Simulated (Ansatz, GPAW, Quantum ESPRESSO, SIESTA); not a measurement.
## One calculation of ZrC, 4 ways

```
Zr C
1.0
     0.00000    2.36500    2.36500
     2.36500    0.00000    2.36500
     2.36500    2.36500    0.00000
Zr C
1 1
Direct
  0.50000 0.50000 0.50000
  0.00000 0.00000 0.00000
```

Alike in all runs: task band structure; functional PBE; k mesh 10 × 10 × 10; occupations fermi-dirac, width 0.05 eV; no spin polarisation; no spin-orbit coupling. Pressure is positive in compression and, in plane waves, holds the error of the finite cutoff.

| program and potentials | plane-wave cutoff (eV) | notes | pressure (GPa) |
| --- | --- | --- | --- |
| SIESTA, files PseudoDojo sr-pbe-0.4.1-standard, DZP (energy shift 0.003 Ry; two zetas on semicore shells) | - | atomic basis | -0.92 |
| GPAW, GPAW PAW data sets (gpaw-data 1.2.1) | 800 | - | -3.84 |
| Quantum ESPRESSO, PseudoDojo 0.4.1 SR PBE standard | 1116 | - | -2.81 |
| Ansatz, all-electron LAPW, scalar-relativistic | - | - | -2.86 |

The pressure spans -3.84 (GPAW, GPAW PAW data sets (gpaw-data 1.2.1)) to -0.92 GPa (SIESTA, files PseudoDojo sr-pbe-0.4.1-standard, DZP (energy shift 0.003 Ry; two zetas on semicore shells)), with all-electron results at -2.86. Rows in atomic bases carry the error of their basis and grid, which can be large.

Differences between rows come from potentials, basis sets and numerical settings, since the functional is the same but for its coding. Runs on potential files found faulty are left out.

All four calculations give a negative pressure, so each places this rocksalt cell slightly above its own equilibrium volume and would contract it on relaxation. The Quantum ESPRESSO value of -2.81 GPa nearly coincides with the all-electron -2.86 GPa, while GPAW finds a stronger tendency to contract and SIESTA a weaker one.

The spread looks large beside the mean pressure but implies only a small disagreement in lattice constant. ZrC is very stiff: covalent overlap of Zr d with C p states, reinforced by charge transfer to carbon, fills bonding states and leaves the Fermi level near a minimum in the density of states. A slight change in bond length therefore produces a stress of several gigapascals, which makes pressure a sensitive test of the potentials and bases. The offsets may partly reflect how each describes the Zr semicore shell.

Agreement in pressure at one volume doesn't establish agreement in the bulk modulus or the band energies.
